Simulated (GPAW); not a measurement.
A run of GPAW 26.7.0 is set up as follows.

run.py

```python
from ase import Atoms
from ase.calculators.mixing import SumCalculator
from ase.filters import FrechetCellFilter
from ase.io import write
from ase.optimize import BFGS
from dftd3.ase import DFTD3
from gpaw import GPAW, PW, setup_paths

setup_paths.insert(0, '.')

atoms = Atoms(['Pb'],
              cell=[[-1.9796595667, 1.9796595667, 1.9796595667],
                    [1.9796595667, -1.9796595667, 1.9796595667],
                    [1.9796595667, 1.9796595667, -1.9796595667]],
              scaled_positions=[[0.0, 0.0, 0.0]],
              pbc=True)

calc = GPAW(mode=PW(600),
            xc='PBEsol',
            kpts={'size': (9, 9, 9), 'gamma': True},
            occupations={'name': 'fermi-dirac', 'width': 0.05},
            nbands=14,
            convergence={'density': 1e-05, 'forces': 0.0001},
            maxiter=150,
            txt='gpaw.txt')
atoms.calc = SumCalculator([calc, DFTD3(method='pbesol', damping='d3zero')])
opt = BFGS(FrechetCellFilter(atoms), trajectory='relax.traj', logfile='-')
done = opt.run(fmax=0.02, steps=60)
calc.write('gs.gpw')
write('result.traj', atoms)
print('Converged:', done)
print('Cell:', atoms.cell.cellpar().round(4))
print('Volume:', round(atoms.get_volume(), 4))
print(atoms.get_scaled_positions().round(5))
```

Potentials or basis: PAW data sets generated in the run's folder for this functional, pw.

Launch:

```console
$ gpaw-setup -f PBEsol Pb
$ OMP_NUM_THREADS=1 python run.py
```

(1) What does it give for the relaxed volume?

(2) What does it give for the dispersion energy per atom?

(3) What does it give for the band gap on the k mesh?

(4) Estimate the space group after relaxing (to 0.05 Å).

## Answers

(1) 28.68 Å³/atom.

(2) -0.200 eV.

(3) none (metal or under the smearing width).

(4) Im-3m (No. 229).

Caveat: later steps reuse the first step's grids; pairwise dispersion overbinds metals, which lowers pressure and volume.
